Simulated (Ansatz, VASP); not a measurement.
PtSe2 (Sudovikovite) in VASP and in Ansatz

```
Pt Se
1.0
     3.64798    0.00000    0.00000
    -1.82399    3.15924    0.00000
     0.00000    0.00000    4.95866
Pt Se
1 2
Direct
  0.00000 0.00000 0.00000
  0.66667 0.33333 0.75000
  0.33333 0.66667 0.25000
```

Alike in both runs: task single point; functional PBE; dispersion D3(BJ); k mesh 8 × 8 × 5; occupations fermi-dirac, width 0.05 eV; no spin polarisation.

```csv
,VASP,Ansatz
version,VASP 6.6.1,Ansatz 0.2.0
potentials or method,"VASP PAW PBE potentials, release 64 (Pt, Se)",Ansatz PAW
plane-wave cutoff (eV),520,420
valence electrons in the cell,22,50
```

|  | VASP | Ansatz | Ansatz less VASP |
| --- | --- | --- | --- |
| gap on the k mesh at the Fermi level (eV) | none | none | - |
| pressure (GPa) | 13.4 | 13.4 | -0.05 |
| largest component of the traceless stress (GPa) | 3.81 | 3.79 | -0.023 |
| rms of the force components (eV/Å) | 0.713 | 0.707 | -0.0060 |
| dispersion energy (meV/atom) | -507.9 | -508.1 | -0.12 |

Atom by atom the forces differ by 0.006 eV/Å (rms over components). A gap of «none» marks a metal or a gap that the smearing closes. The two sets of potentials don't hold the same shells in valence.

Caveats: pairwise dispersion overbinds metals, which lowers pressure and volume; forces of over 1 eV/Å show positions far from the minimum, so gaps and moduli don't describe the material at rest. The runs have no spin-orbit coupling, so splittings on Pt are missing.
